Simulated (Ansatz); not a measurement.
# SnO: field gradients at two levels of theory

Cell: a structure deposited in the COD, ions relaxed with PBE at fixed cell.

```xyz
8
Lattice="2.5000 -2.8600 0.0000 2.5000 2.8600 0.0000 0.0000 0.0000 11.1200" Properties=species:S:1:pos:R:3 pbc="T T T"
Sn    0.0000   -0.0004   -0.1577
Sn    0.0000    0.0004    5.4023
Sn    2.5000    0.0018    3.0154
Sn    2.5000   -0.0018    8.5754
O     3.7495   -1.4295    4.2090
O     1.2505    1.4295    9.7690
O     1.2505   -1.4295    4.2090
O     3.7495    1.4295    9.7690
```

Atoms are numbered from 1 in the order listed; like atoms form one site, named after its first atom.

First run. Computed with Ansatz: DFT, PBE, plane waves and PAW, scalar-relativistic, 420 eV cutoff, Γ-centred 12×12×5 k-points, Fermi–Dirac smearing 0.05 eV.

```json
{"site": "Sn", "atom": "1", "V_zz (10²¹ V/m²)": "-18.44", "η": "0.31"}
{"site": "O", "atom": "5", "V_zz (10²¹ V/m²)": "-5.04", "η": "0.42"}
```

Second run. The same atoms and settings, except that spin–orbit coupling is included (fully relativistic PAW files), the mesh is 8×8×3 and the Fermi–Dirac smearing is 0.02 eV.

Question: Given the first result, estimate the second.

Answer: 

| site | atom | V_zz | η | change of V_zz |
| --- | --- | --- | --- | --- |
| Sn | 1 | -18.54 | 0.30 | -0.10 |
| O | 5 | -5.04 | 0.42 | 0.00 |

The largest change of V_zz is on Sn, from -18.44 to -18.54. In per cent, |V_zz| changes by +1 on Sn, 0 on O (all sites that start above 0.5).

The database positions were far from equilibrium, so the relaxed structure may not be the compound's real one.
For the first run: At this cell the PBE pressure is 2.1 GPa (principal stresses up to 13 GPa in size), so it isn't the equilibrium cell of PBE. The entry's cell may itself be off.
For the second run: At this cell the PBE pressure is 2.0 GPa (principal stresses up to 13 GPa in size), so it isn't the equilibrium cell of PBE. The entry's cell may itself be off.
